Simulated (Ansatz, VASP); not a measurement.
One calculation of CdS, two programs

```
Cd S
1.0
     0.00000    2.70427    2.70427
     2.70427    0.00000    2.70427
     2.70427    2.70427    0.00000
Cd S
1 1
Direct
  0.99788 0.00212 0.00212
  0.50744 0.49256 0.49256
```

Change from the starting cell: mode 4 frozen in at -0.041 Å, equal normal strain along x, y and z -0.0083.

Alike in both runs: task single point; functional r2SCAN; k mesh 8 × 8 × 8; occupations gaussian, width 0.05 eV; no spin polarisation.

|  | VASP | Ansatz |
| --- | --- | --- |
| version | VASP 6.6.1 | Ansatz 0.2.0 |
| potentials or method | VASP PAW PBE potentials, release 64 (Cd, S) | scalar-relativistic, plane waves, PAW |
| plane-wave cutoff (eV) | 520 | 500 |
| valence electrons in the cell | 18 | 26 |

```tsv
	VASP	Ansatz	Ansatz less VASP
gap on the k mesh at the Fermi level (eV)	0.74	0.76	+0.019
least direct gap on the mesh (eV)	2.53	2.57	+0.037
pressure (GPa)	2.8	2.3	-0.53
largest component of the traceless stress (GPa)	0.21	0.21	-0.005
rms of the force components (eV/Å)	0.070	0.066	-0.0031
```

Atom by atom the forces differ by 0.003 eV/Å (rms over components). The two sets of potentials don't hold the same shells in valence.

Caveats: the PAW data sets were made with another functional, which shifts forces and pressure a little (VASP). A k mesh can miss the band edges.
